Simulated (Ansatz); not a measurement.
# Al: the cost of one run

Method: DFT PBE, scalar-relativistic, plane waves, PAW, in Ansatz 0.2.0.

2 further runs of the same task are left out: 1 for a known fault of the program, 1 set aside as unsound or not needed. Runs told in other sessions of the task aren't counted.

## 1. The system as given

Symmetry: P6_3/mmc, No. 194, hexagonal system. Conventional cell: a = 2.854 Å, b = 2.854 Å, c = 9.383 Å, α = 90.00°, β = 90.00°, γ = 120.00°. Al (site symmetry -3m) is surrounded by 12 Al at 2.85 to 2.87 Å. Al (site symmetry -6m2) is surrounded by 12 Al at 2.85 to 2.87 Å.

As a file:

```xyz
4
Lattice="2.8543 0.0000 0.0000 -1.4272 2.4719 0.0000 0.0000 0.0000 9.3832" Properties=species:S:1:pos:R:3 pbc="T T T"
Al    0.0000    0.0000    0.0000
Al    0.0000    1.6479    2.3458
Al    0.0000    0.0000    4.6916
Al    1.4272    0.8240    7.0374
```

It goes back to an entry of the Materials Project, which need not be the stable form.

This cell was relaxed beforehand with the same method: volume 16.55 Å³/atom, gap on the mesh none (metal).

Bulk energy on matching settings, from an earlier run: -537.4874 eV/atom.

## 2. The (001) slab

Planes are indexed in the bulk's conventional cell (P6_3/mmc (No. 194)), a = 2.854 Å, b = 2.854 Å, c = 9.383 Å, α = 90.00°, β = 90.00°, γ = 120.00°.

Cut from the relaxed bulk: a (001) slab, 21.1 Å thick as cut, with 15 Å of vacuum; its outer planes are Al (top) and Al (bottom).

The slab as cut. Layers, bottom to top:

```tsv
plane	atoms per cell	height over the lowest (Å)
1	Al	0.00
2	Al	2.35
3	Al	4.69
4	Al	7.04
5	Al	9.38
6	Al	11.73
7	Al	14.07
8	Al	16.42
9	Al	18.77
10	Al	21.11
```

## 3. Single point on the unrelaxed (001) slab

A dipole layer in the vacuum cancels the field that periodic copies would set up if the slab's two faces differ.

Contents of input.yaml:

```yaml
crystal:
  lattice:
    - [2.854322333, 0.0, 0.0]
    - [-1.4271611665, 2.471915651, 0.0]
    - [0.0, 0.0, 36.1121833172]
  atoms:
    - { symbol: Al, position: [0.3333333333, 0.6666666667, 0.2076861411] }
    - { symbol: Al, position: [0.0, 0.0, 0.2726447764] }
    - { symbol: Al, position: [0.6666666667, 0.3333333333, 0.3376034117] }
    - { symbol: Al, position: [0.0, 0.0, 0.402562047] }
    - { symbol: Al, position: [0.3333333333, 0.6666666667, 0.4675206823] }
    - { symbol: Al, position: [0.0, 0.0, 0.5324793177] }
    - { symbol: Al, position: [0.6666666667, 0.3333333333, 0.597437953] }
    - { symbol: Al, position: [0.0, 0.0, 0.6623965883] }
    - { symbol: Al, position: [0.3333333333, 0.6666666667, 0.7273552236] }
    - { symbol: Al, position: [0.0, 0.0, 0.7923138589] }
basis:
  ecutwfc: 420
kpoints:
  mp_grid: { grid: [12, 12, 1] }
hamiltonian:
  xc: pbe
scf:
  occupations: { method: gaussian, width: 0.1 }
output:
  forces: true
  stress: true
  eigenvalues: true
  write_density: true
  write_potential: true
  elf: true
  volumetric_format: npy
efield:
  axis: 3
  dipole_correction: true
  ramp_width: 0.04
```

Launch:

```
> ansatz run input.yaml --threads 1 --pin off --max-ram 2560MiB --backend cpu --events-out ev --progress --plain --runs-dir out
```

What time and memory should one allow on 1 thread of AMD EPYC, shared host?

About 34 s, with a peak of 0.48 GiB.
